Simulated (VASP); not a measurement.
A run of VASP 6.6.1 is set up as follows.

The input INCAR:

```
SYSTEM = PbS
PREC = Accurate ; ENCUT = 600
EDIFF = 1E-6 ; ISMEAR = 0
SIGMA = 0.02 ; LREAL = .FALSE.
LASPH = .TRUE. ; NELM = 120
ALGO = Normal ; ISIF = 3
LWAVE = .FALSE. ; LCHARG = .FALSE.
GGA = PE ; IVDW = 12
IBRION = 2 ; NSW = 60
EDIFFG = -0.005
```

File KPOINTS:

```
regular mesh
0
G
  10 10 10
  0 0 0
```

The input POSCAR:

```
PbS
1.0
    0.0000000000      2.9600000000      2.9600000000
    2.9600000000      0.0000000000      2.9600000000
    2.9600000000      2.9600000000      0.0000000000
Pb S
1 1
Direct
    0.0000000000      0.0000000000      0.0000000000
    0.5000000000      0.5000000000      0.5000000000
```

Potentials or basis: VASP PAW PBE potentials, release 64 (Pb_d, S).

Launch:

```sh
$ cat potpaw_PBE.64/Pb_d/POTCAR potpaw_PBE.64/S/POTCAR > POTCAR
$ mpirun -np 1 vasp_std > vasp.out
```

Problem. Estimate the space group after relaxing (to 0.05 Å).

Solution. Fm-3m (No. 225).

Problem. Estimate the dispersion energy per atom.

Solution. -0.347 eV.

Final structure:
```
Pb S
1.0
     0.00000    2.96678    2.96678
     2.96678    0.00000    2.96678
     2.96678    2.96678    0.00000
Pb S
1 1
Direct
  0.00000 0.00000 0.00000
  0.50000 0.50000 0.50000
```
